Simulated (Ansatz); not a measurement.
# The stack of 2H-WSe2 under 1T-SiSTe, upper layer turned by 180° between two gates

Wanted: Fermi level and gate voltage of the stack of 2H-WSe2 under 1T-SiSTe, upper layer turned by 180° as it is charged.

Main program and level: Ansatz 0.2.0; plane-wave DFT, PBE-D3(BJ), Ansatz PAW.

### Step 1. The starting structure

The cell holds 6 atoms: 2 Se, 1 W, 1 Te, 1 Si and 1 S. Its edges and angles: a = 3.341 Å, b = 3.341 Å, c = 49.445 Å, α = 90.0°, β = 90.0°, γ = 120.0°. Regions: layer 1: 2H-WSe2, 3 atoms (2 Se and 1 W); layer 2: 1T-SiSTe, 3 atoms (1 Te, 1 Si and 1 S). Vacuum lies along c.

### Step 2. Relaxation

The starting cell is a guess, so the in-plane lattice and the atoms are relaxed first, with the slab cut off from its images along the normal.

Contents of input.yaml:

```yaml
crystal:
  lattice:
    - [3.34064925, 0.0, 0.0]
    - [-1.670324625, 2.8930871156, 0.0]
    - [0.0, 0.0, 49.44512678]
  atoms:
    - { symbol: Se, position: [0.3333333333, 0.6666666667, 0.4065112441] }
    - { symbol: W, position: [0.0, 0.0, 0.4443344652] }
    - { symbol: Se, position: [0.3333333333, 0.6666666667, 0.4821576864] }
    - { symbol: Te, position: [0.6666666667, 0.3333333333, 0.5468758944] }
    - { symbol: Si, position: [0.3333333333, 0.6666666667, 0.5753994669] }
    - { symbol: S, position: [0.0, 0.0, 0.5934887559] }
  periodic: [true, true, false]
kpoints:
  mp_grid: { grid: [12, 12, 1] }
hamiltonian:
  xc: pbe
  dispersion: d3bj
scf:
  occupations: { method: fermi_dirac, width: 0.05 }
  convergence: { dr2_threshold: 1.0e-09 }
relax:
  f_tol: 0.004
  max_steps: 90
  cell: {}
output:
  write_potential: true
  write_density: true
  volumetric_format: npy
```

Command:

```bash
> ansatz run input.yaml --threads 4 --pin off --max-ram 12288MiB --backend cpu --events-out ev --progress --plain --runs-dir out
```

Numbers of over 12 decimals in the logs are rounded to 6 here.

Output:

```text
Warning: relax.cell: scf.convergence.dr2_threshold = 1e-9 eV is looser than the 1.61998016741e-10 eV advised for a relaxation that steers and ends on the stress (1e-10 eV for each atom of the cell: 6, times the square of relax.cell.stress_2d_tol = 0.05 N/m over 19.2 Å (the atoms' height at the walk's start and 5 Å past either face), 2.598e-2 GPa, over a crystal's default 0.05). What an SCF threshold leaves in a stress goes as its square root, and in the free energy as the threshold itself, and one threshold admits the most on a small cell: [figures from the program's tests cut] Set scf.convergence.dr2_threshold to 1.61998016741e-10 eV or tighter. [rest of the remark cut]
Engine: ansatz 0.2.0, aarch64-unknown-linux-gnu
Pseudopotentials: kind: paw
Pseudopotential: Se, paw, valence charge 16, recommended cutoff 420 eV (normal), Se.paw.azcp
Pseudopotential: W, paw, valence charge 14, recommended cutoff 420 eV (normal), W.paw.azcp
Pseudopotential: Te, paw, valence charge 16, recommended cutoff 420 eV (normal), Te.paw.azcp
Pseudopotential: Si, paw, valence charge 4, recommended cutoff 420 eV (normal), Si.paw.azcp
Pseudopotential: S, paw, valence charge 6, recommended cutoff 420 eV (normal), S.paw.azcp
Functional definition: PBE
  parameter kappa = 0.804
  parameter beta = 0.066725
  exchange = pbe_x(kappa = kappa, mu = beta*pi^2/3)
  correlation = pbe_c(beta = beta)
Crystal: 6 atoms, lattice volume = 477.877 Å³
Basis set: ecut = 420 eV, 9477 PW (Γ), exchange–correlation on 48×48×720 points (8 copies of the dense FFT grid, shifted against one another)
Bands: 44, of which v1, the nominal top of the filled ones, is band 36 counted from 1 (35 counted from 0)
Symmetry: 6 space group operations
Space group: P3m1 (ITA 156), of the structure as read, at distance tolerance 7.8e-5 Å
k-points: 19 of 144 (time reversal used)
Non-local potential: Se, projectors of the file, l = 0: 2, l = 1: 2, l = 2: 3, l = 3: 1
Non-local potential: W, projectors of the file, l = 0: 3, l = 1: 2, l = 2: 2, l = 3: 1
Non-local potential: Te, projectors of the file, l = 0: 2, l = 1: 2, l = 2: 2, l = 3: 2
Non-local potential: Si, projectors of the file, l = 0: 2, l = 1: 2, l = 2: 2
Non-local potential: S, projectors of the file, l = 0: 2, l = 1: 2, l = 2: 2
PAW form: soft (Blöchl's): semilocal exchange-correlation on the pseudo side does not see the compensation charge
PAW one-centre angular grid: Se, 590 points (default); XC on 64 Gauss nodes
PAW one-centre angular grid: W, 590 points (default); XC on 64 Gauss nodes
PAW one-centre angular grid: Te, 590 points (default); XC on 64 Gauss nodes
PAW one-centre angular grid: Si, 110 points (default); XC on 64 Gauss nodes
PAW one-centre angular grid: S, 110 points (default); XC on 64 Gauss nodes
Initial density: superposition of atomic densities (neutral atoms: chi_scale 0, normalization atom), corrected by the library's trained network
Initial wavefunctions: pseudopotential atomic-orbital guess
Functional: x = pbe(κ = 0.804, μ = 0.219515), c = pbe(β = 0.066725)
SCF iter   1: F=—  HF=-29841.925058 eV  |F-HF|=—  |Δ(HF+E_count)|=         —  Δρ=2.63e-3  dr2=2.49e-1  ethr=1.77e-3  ⟨swp⟩=16.7  Hψ=5836  notcnv=0  defer=7
preconditioner: auto → LDOS  [metal: Δε(μ)=0.081 eV  Ē_g=9.035 eV  σ=0.050 eV  W_gap=0.38  n_scr=30 (ndim 8)  ℏωp=9.9 eV  f_vac=0.738  D(μ)=1.04/eV (n_scr^D=8)  β→1.0]
SCF iter   2: F=—  HF=-29841.985775 eV  |F-HF|=—  |Δ(HF+E_count)|=   6.07e-2  Δρ=3.95e-3  dr2=9.74e-1  ethr=3.46e-4  ⟨swp⟩=5.0  Hψ=1908  notcnv=0  defer=44  recentre
SCF iter   3: F=—  HF=-29841.920502 eV  |F-HF|=—  |Δ(HF+E_count)|=   6.53e-2  Δρ=2.03e-3  dr2=1.86e-1  ethr=3.46e-4  ⟨swp⟩=4.2  Hψ=1398  notcnv=0  defer=44
SCF iter   4: F=—  HF=-29841.909026 eV  |F-HF|=—  |Δ(HF+E_count)|=   1.15e-2  Δρ=4.94e-4  dr2=2.16e-3  ethr=2.58e-4  ⟨swp⟩=3.2  Hψ=1250  notcnv=0  defer=47
SCF iter   5: F=—  HF=-29841.909489 eV  |F-HF|=—  |Δ(HF+E_count)|=   4.63e-4  Δρ=2.96e-4  dr2=9.07e-4  ethr=3.00e-6  ⟨swp⟩=3.7  Hψ=1500  notcnv=0  defer=47
SCF iter   6: F=—  HF=-29841.909601 eV  |F-HF|=—  |Δ(HF+E_count)|=   1.12e-4  Δρ=1.32e-4  dr2=5.81e-5  ethr=1.26e-6  ⟨swp⟩=2.7  Hψ=1056  notcnv=0  defer=47
SCF iter   7: F=—  HF=-29841.909629 eV  |F-HF|=—  |Δ(HF+E_count)|=   2.82e-5  Δρ=3.88e-5  dr2=1.19e-5  ethr=8.07e-8  ⟨swp⟩=3.2  Hψ=1551  notcnv=0  defer=47
SCF iter   8: F=—  HF=-29841.909636 eV  |F-HF|=—  |Δ(HF+E_count)|=   6.55e-6  Δρ=1.56e-5  dr2=1.23e-6  ethr=1.66e-8  ⟨swp⟩=3.2  Hψ=1397  notcnv=0  defer=47
SCF iter   9: F=—  HF=-29841.909540 eV  |F-HF|=—  |Δ(HF+E_count)|=   9.63e-5  Δρ=3.78e-6  dr2=1.03e-7  ethr=1.71e-9  ⟨swp⟩=3.2  Hψ=1621  notcnv=0  defer=47
SCF iter  10: F=—  HF=-29841.909540 eV  |F-HF|=—  |Δ(HF+E_count)|=   6.98e-8  Δρ=1.50e-6  dr2=1.08e-8  ethr=1.43e-10  ⟨swp⟩=3.6  Hψ=1675  notcnv=0  defer=47
SCF iter  11: F=-29841.909540 eV  HF=-29841.909540 eV  |F-HF|=9.28e-9  |Δ(HF+E_count)|=   1.54e-8  Δρ=3.79e-7  dr2=7.60e-10  ethr=1.39e-12  ⟨swp⟩=12.2  Hψ=7780  notcnv=0
SCF 1 converged in 11 iterations: F = -29841.909540 eV  dr2 = 7.60e-10
  greatest PAW one-centre occupation: 1.000 electrons in one spin orbital (limit 2), on the Se atom at site 2 (counted from 0), in its partial waves of l = 2
relax step   1: F+E_penalty+E_count = -29841.90953984 eV  Δ(F+E_penalty+E_count) = +0.000e0 eV  max|allowed force component| = 6.140e0 eV/Å  Δτ_max = 0.0000 Å  P = +15.988 N/m  Ω = 477.877 Å³  fix = [c, alpha, beta]  reactions: c +0.000 N/m  (11 SCF iters, accepted)
Crystal: 6 atoms, lattice volume = 481.493 Å³
Basis set: ecut = 420 eV, 9525 PW (Γ), exchange–correlation on 48×48×720 points (8 copies of the dense FFT grid, shifted against one another)
Initial density: handed on by an earlier stage of this run
Initial wavefunctions: those handed on with the density
iter 1 solved again at ethr=5.04e-4 eV; its pass at ethr=3.10e-3 eV (dr2=3.63e-1 eV) is discarded
SCF iter   1: F=—  HF=-29844.228922 eV  |F-HF|=—  |Δ(HF+E_count)|=         —  Δρ=6.21e-3  dr2=3.55e-1  ethr=5.04e-4  ⟨swp⟩=2.4  Hψ=5569  notcnv=0
preconditioner: auto → LDOS  [metal: Δε(μ)=0.031 eV  Ē_g=9.041 eV  σ=0.050 eV  W_gap=0.15  n_scr=30 (ndim 8)  ℏωp=9.9 eV  f_vac=0.738  D(μ)=1.56/eV (n_scr^D=12)  β→1.0]
SCF iter   2: F=—  HF=-29844.514670 eV  |F-HF|=—  |Δ(HF+E_count)|=   2.86e-1  Δρ=1.18e-2  dr2=3.11e0  ethr=4.93e-4  ⟨swp⟩=4.8  Hψ=2159  notcnv=0  defer=18  recentre
SCF iter   3: F=—  HF=-29844.186250 eV  |F-HF|=—  |Δ(HF+E_count)|=   3.28e-1  Δρ=3.55e-3  dr2=1.20e-1  ethr=4.93e-4  ⟨swp⟩=4.9  Hψ=1941  notcnv=0  defer=46
[...]
SCF 3 converged in 14 iterations: F = -29844.782145 eV  dr2 = 1.21e-10
relax step   3: F+E_penalty+E_count = -29844.78214500 eV  Δ(F+E_penalty+E_count) = -6.140e-1 eV  max|allowed force component| = 5.302e-1 eV/Å  Δτ_max = 0.1913 Å  P = +4.943 N/m  Ω = 477.312 Å³  energy of the carried Pulay correction = +2.402e-5 eV  fix = [c, alpha, beta]  reactions: c +0.000 N/m  (14 SCF iters, accepted)
[...]
relax step   4: F+E_penalty+E_count = -29844.84287640 eV  Δ(F+E_penalty+E_count) = -6.073e-2 eV  max|allowed force component| = 1.894e-1 eV/Å  Δτ_max = 0.1332 Å  P = +0.631 N/m  Ω = 483.962 Å³  energy of the carried Pulay correction = -2.572e-4 eV  fix = [c, alpha, beta]  reactions: c +0.000 N/m  (14 SCF iters, accepted)
[...]
relax step   5: F+E_penalty+E_count = -29844.83610107 eV  Δ(F+E_penalty+E_count) = +6.775e-3 eV  max|allowed force component| = 2.552e-1 eV/Å  Δτ_max = 0.1794 Å  P = +0.618 N/m  Ω = 486.761 Å³  energy of the carried Pulay correction = -3.744e-4 eV  fix = [c, alpha, beta]  (12 SCF iters, rejected (line search))
[...]
relax step   6: F+E_penalty+E_count = -29844.84933005 eV  Δ(F+E_penalty+E_count) = -6.454e-3 eV  max|allowed force component| = 4.761e-2 eV/Å  Δτ_max = 0.0587 Å  P = +0.295 N/m  Ω = 486.326 Å³  energy of the carried Pulay correction = -3.562e-4 eV  fix = [c, alpha, beta]  reactions: c +0.000 N/m  (14 SCF iters, accepted)
[...]
relax step   7: F+E_penalty+E_count = -29844.84972997 eV  Δ(F+E_penalty+E_count) = -3.999e-4 eV  max|allowed force component| = 1.395e-2 eV/Å  Δτ_max = 0.0052 Å  P = +0.052 N/m  Ω = 487.641 Å³  energy of the carried Pulay correction = -4.111e-4 eV  fix = [c, alpha, beta]  reactions: c +0.000 N/m  (9 SCF iters, accepted)
[...]
relax step   8: F+E_penalty+E_count = -29844.84974089 eV  Δ(F+E_penalty+E_count) = -1.092e-5 eV  max|allowed force component| = 1.021e-3 eV/Å  Δτ_max = 0.0028 Å  P = -0.002 N/m  Ω = 487.973 Å³  energy of the carried Pulay correction = -4.249e-4 eV  fix = [c, alpha, beta]  reactions: c -0.000 N/m  (8 SCF iters, accepted)
Initial wavefunctions: pseudopotential atomic-orbital guess (no wavefunctions were taken with the density)
iter 1 solved again at ethr=8.32e-7 eV; its pass at ethr=3.10e-3 eV (dr2=5.99e-4 eV) is discarded
SCF iter   1: F=—  HF=-29844.842896 eV  |F-HF|=—  |Δ(HF+E_count)|=         —  Δρ=2.07e-4  dr2=5.00e-6  ethr=8.32e-7  ⟨swp⟩=5.7  Hψ=8815  notcnv=0
preconditioner: auto → LDOS  [metal: Δε(μ)=0.049 eV  Ē_g=8.888 eV  σ=0.050 eV  W_gap=0.24  n_scr=30 (ndim 8)  ℏωp=9.8 eV  f_vac=0.730  D(μ)=1.32/eV (n_scr^D=10)  β→1.0]
SCF iter   2: F=—  HF=-29844.850176 eV  |F-HF|=—  |Δ(HF+E_count)|=   7.28e-3  Δρ=6.76e-6  dr2=4.05e-6  ethr=6.94e-9  ⟨swp⟩=4.7  Hψ=2427  notcnv=0
SCF iter   3: F=—  HF=-29844.850152 eV  |F-HF|=—  |Δ(HF+E_count)|=   2.34e-5  Δρ=2.79e-5  dr2=5.89e-5  ethr=5.62e-9  ⟨swp⟩=3.9  Hψ=1621  notcnv=0  defer=1  recentre
SCF iter   4: F=—  HF=-29844.850099 eV  |F-HF|=—  |Δ(HF+E_count)|=   5.36e-5  Δρ=1.08e-5  dr2=8.57e-7  ethr=5.62e-9  ⟨swp⟩=3.4  Hψ=1373  notcnv=0  defer=1
SCF iter   5: F=—  HF=-29844.850161 eV  |F-HF|=—  |Δ(HF+E_count)|=   6.26e-5  Δρ=5.24e-6  dr2=3.64e-7  ethr=1.19e-9  ⟨swp⟩=3.1  Hψ=1308  notcnv=0  defer=1
SCF iter   6: F=—  HF=-29844.850172 eV  |F-HF|=—  |Δ(HF+E_count)|=   1.12e-5  Δρ=1.38e-6  dr2=8.90e-9  ethr=5.06e-10  ⟨swp⟩=2.8  Hψ=1227  notcnv=0  defer=1
SCF iter   7: F=-29844.850176 eV  HF=-29844.850175 eV  |F-HF|=3.50e-7  |Δ(HF+E_count)|=   2.97e-6  Δρ=4.40e-7  dr2=8.91e-10  ethr=1.39e-12  ⟨swp⟩=16.9  Hψ=8245  notcnv=0
SCF 9 converged in 7 iterations: F = -29844.850176 eV  dr2 = 8.91e-10
relax step   9: F+E_penalty+E_count = -29844.85017564 eV  Δ(F+E_penalty+E_count) = -4.347e-4 eV  max|allowed force component| = 1.016e-3 eV/Å  Δτ_max = 0.0000 Å  P = -0.002 N/m  Ω = 487.973 Å³  fix = [c, alpha, beta]  reactions: c -0.000 N/m  stress off target by 1.57e-3 N/m on what of the cell is left free  SCF on the basis re-selected at this cell (its energy is not comparable with the rows above)  (7 SCF iters)
basis re-selected at this cell: Δ(F+E_penalty+E_count) = -4.347e-4 eV, ΔP = +0.000 N/m vs the last step (what re-selecting the basis moved, of the pressure what is left beyond the Pulay correction that the steps carried, after the strain that the cell walked since its last selection, with what the two solves' SCF thresholds leave and, on support functions, any second-order correction that the steps lacked; it is no m [...]
WARN: The output density's exchange-correlation potential varies sharply where the density is thin. Do not read a vacuum level from v_tot or v_xc, or from such a field of the output density. On a cell that repeats whose density bears no net charge and no dipole along the vacuum's axis use v_es (v_loc + v_h of the components); under efield.dipole_correction with no amplitude use v_es + v_field, which holds any externa [...]
SCF converged after 7 iterations
Free energy (F): -29844.850176 eV
Harris-Foulkes:  -29844.850175 eV  (|F-HF|=3.50e-7)
Internal energy: -29844.838929 eV  (E = F + TS)
E sigma→0 (E₀):  -29844.844552 eV
Entropy (-TS):   -0.011247 eV (-1.874 meV/atom)
Fermi energy:    -4.394174 eV
--- Per-component energies (eV) ---
  E_band       = -2263.288585
  E_kinetic    = 1019.188275
  E_local      = -421641.290774  (includes V_loc(G=0)·N_el)
  E_nonlocal   = -1446.517877
  E_hartree    = 210278.411532
  E_xc         = -753.946472
  E_vxc        = -676.275372  (∫ρ·V_xc dr)
  E_paw        = -18160.674357  (= ΣΔE_a)
  E_vpaw       = -75.216574  (= ΣTr[D̂ρ^β])
  E_aug_tail   = -0.001449  (compensation charges beyond the density's cutoff)
  E_ewald      = 200862.224401
  E_disp       = -2.232209  (pairwise vdW)
  E_smearing   = -0.011247  (= −TS)
  E_closure    = 0.000000  (closes the sum)
  Σ components = -29844.850176   (vs F -29844.850176, Δ=0.00e0)
--- Forces (eV/Å), atoms counted from 1 ---
  atom   1  Se    -0.00000000     0.00000000    -0.00017268
  atom   2  W      0.00000000     0.00000000     0.00101631
  atom   3  Se     0.00000000    -0.00000000    -0.00055734
  atom   4  Te    -0.00000000     0.00000000    -0.00019300
  atom   5  Si    -0.00000000     0.00000000     0.00016361
  atom   6  S     -0.00000000     0.00000000    -0.00025776
  max |Σ_I F_I| component: 8.56e-7 eV/Å
--- 2D stress c σ (N/m, compression-positive) ---
       -0.001572      -0.000000       0.000000
       -0.000000      -0.001572      -0.000000
        0.000000      -0.000000      -0.000000
  P = ½ c Tr σ = -0.0016 N/m
--- Band table (eV; the first three rows and the last of 19) ---
  k-point 0: bands = [... 32 lower, -6.7914, -5.4304, -3.4435, -3.4435, -2.8957, -2.6396, -2.6396, -2.4249, ... 4 higher]
  k-point 1: bands = [... 32 lower, -6.5280, -5.5013, -4.2964, -3.5646, -2.8878, -2.8098, -2.5526, -2.4606, ... 4 higher]
  k-point 2: bands = [... 32 lower, -6.5582, -5.9496, -5.6749, -3.9348, -3.2480, -3.0213, -2.8364, -2.6154, ... 4 higher]
  k-point 18: bands = [... 32 lower, -7.6525, -7.5117, -6.7371, -5.3943, -4.3707, -4.0717, -2.4580, -2.0387, ... 4 higher]
  the weakly bound empty levels are not read free of the cell's end (no_gap_told)
--- Relaxed structure (8 steps of the walk, 7 accepted, 1 SCFs on fresh bases) ---
  F+E_penalty+E_count = -29844.85017564 eV   max|allowed force component| = 1.016e-3 eV/Å   (the final SCF, on the basis selected at the relaxed cell)
  cell:  # Å, volume = 487.9731 Å³
    - [3.375755, 0, 0]
    - [-1.687877, 2.923489, 0]
    - [0, 0, 49.44512678]
  atoms:
    - { symbol: Se, position: [0.333333, 0.666667, 0.408274] }
    - { symbol: W, position: [-1.7360780047793198e-17, -3.0839528462168923e-17, 0.441686] }
    - { symbol: Se, position: [0.333333, 0.666667, 0.475050] }
    - { symbol: Te, position: [0.666667, 0.333333, 0.541221] }
    - { symbol: Si, position: [0.333333, 0.666667, 0.578533] }
    - { symbol: S, position: [7.615061127150232e-18, -3.083952846216892e-17, 0.604003] }
```

The job ended after 2.2 min (4 threads of Arm Neoverse V1, shared host; peak memory 1.1 GiB; 8.7 min of CPU time).

Step by step:

```
step  energy less that of the first step (eV)  largest force component (eV/Å)  volume (Å³)
   1                                   0.0000                          6.1397       477.88
   2                                  -2.2586                          3.1428       481.49
   3                                  -2.8726                          0.5302       477.31
   4                                  -2.9333                          0.1894       483.96
   5                                  -2.9266                          0.2552       486.76
   6                                  -2.9398                          0.0476       486.33
   7                                  -2.9402                          0.0140       487.64
   8                                  -2.9402                          0.0010       487.97
  9*                                  -2.9406                          0.0010       487.97
```

Relaxation steps marked * repeat the geometry before them on a plane-wave basis chosen anew for their cell, so energy and pressure can jump there. Relaxation step 5 was tried and not accepted.

The run keeps the 6 symmetry operations that it works with, so distortions that break them were not tested.

```
cell as run  before  after  change
      a (Å)   3.341  3.376  +1.1 %
      b (Å)   3.341  3.376  +1.1 %
```

The atoms that moved most (Å, along periodic axes as changes of fractional coordinates times the final cell, across vacuum about the mean position):

```
atom     dx     dy      dz  length
  S6  0.000  0.000   0.520   0.520
 Se3  0.000  0.000  -0.351   0.351
 Te4  0.000  0.000  -0.280   0.280
 Si5  0.000  0.000   0.155   0.155
  W2  0.000  0.000  -0.131   0.131
 Se1  0.000  0.000   0.087   0.087
```

Final coordinates:

```xyz
6
Lattice="3.3758 0.0000 0.0000 -1.6879 2.9235 0.0000 0.0000 0.0000 49.4451" Properties=species:S:1:pos:R:3
Se    0.0000    1.9490   20.1872
W     0.0000    0.0000   21.8392
Se    0.0000    1.9490   23.4889
Te    1.6879    0.9745   26.7607
Si    0.0000    1.9490   28.6056
S     0.0000    0.0000   29.8650
```

This step gave:

```yaml
energy_at_zero_smearing: -29844.8446 eV
```

The lattice constant a goes from 3.341 to 3.376 Å.

[end of part 1 of 4]

[Logs are printed without paths, hosts, clocks, repeated set-up lines and the standing remarks that a program may print on its own settings, such as how far it seeks lower states.]

[Hosts, paths, dates, database ids (printed as entryN), source tags and the programs' standing remarks are cut or masked in the printed files.]

[Maps of the electrostatic potential energy from Ansatz leave out the sawtooth potential of an applied field or a dipole correction, so their vacuum need not be flat; planar profiles and work functions include it.]
